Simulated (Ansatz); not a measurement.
KBr: moving Br off its site

KBr, Pm-3m, a = 4.043 Å (as given, not relaxed at this level: -1.2 GPa). This isn't the usual stable structure of the compound. Ansatz: PBEsol, PAW, 420 eV, Γ-centred 6×6×6 mesh on 2 atoms, Gaussian smearing 0.05 eV; no spin polarisation.

```xyz
2
Lattice="4.0435 0.0000 0.0000 0.0000 4.0435 0.0000 0.0000 0.0000 4.0435" Properties=species:S:1:pos:R:3 pbc="T T T"
K     0.0000    0.0000    0.0000
Br    2.0217    2.0217    2.0217
```

Atom 2 (Br) moves by x along the unit vector (0.000, 0.000, 1.000), with its periodic images; all else is held. y is the free energy of the cell over the start, F the force along the path summed over the moved atoms. Symmetry makes y even in x.

```
  x (Å) y (meV) F (eV/Å)
-0.5000        ?         ?
-0.2500    13.08      0.11
 0.0000     0.00      0.00
 0.0625     0.80     -0.03
 0.1250     3.22     -0.05
 0.1875     7.29     -0.08
 0.3125    20.66     -0.14
 0.3750    30.12     -0.17
 0.4375    41.56     -0.20
```

Question: Fit y = c2 x² + c4 x⁴ to the energies of the other rows, give the force constant, and predict energy and force of the missing row.

Answer: Least squares on the rows shown. y = 205.60 x² + 60.441 x⁴. The force constant is 2 c2 = 0.411 eV/Å² (for all images moving together, not for a lone atom). With two atoms in a cubic cell this is the optical mode at Γ without the LO field: ω = 521.5 √(2 c2/μ) = 65 cm⁻¹ for μ = 26.25 u. The force −dy/dx at the missing row is 0.24 eV/Å (computed 0.23). At x = -0.5000 the fit asked for gives 55.18 meV. The run gave 55.07 meV, so the fit is 0.11 meV too high, a small miss on the scale of the series.